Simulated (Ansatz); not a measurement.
Crystal: MgS (Niningerite).

```
CELL_PARAMETERS angstrom
0.00000 2.60165 2.60165
2.60165 0.00000 2.60165
2.60165 2.60165 0.00000
ATOMIC_POSITIONS crystal
S 0.50000 0.50000 0.50000
Mg 0.00000 0.00000 0.00000
```

Base run:

* Program: Ansatz 0.2.0
* Functional: r2SCAN50
* Potentials or basis: Ansatz PAW
* Cutoff: 500 eV (not typed: the program's choice for these potentials)
* k mesh: 5 × 5 × 5
* Occupations: fermi-dirac, width 0.05 eV
* Spin: no spin polarisation

Its results: pressure -1.6 GPa.

Question: After a change of settings the same cell gave: pressure 4.0 GPa. Which change was it?
A. functional from r2SCAN50 to r2SCAN0
B. functional from r2SCAN50 to r2SCANh
C. functional from r2SCAN50 to HF; cutoff from 500 eV (not typed: the program's choice for these potentials) to 420 eV (not typed: the program's choice for these potentials)

Answer: C.

Caveats: the PAW data sets come from PBE, with cores solved anew for the run's functional, which leaves a small shift of forces and pressure; the thresholds are loose for stress.
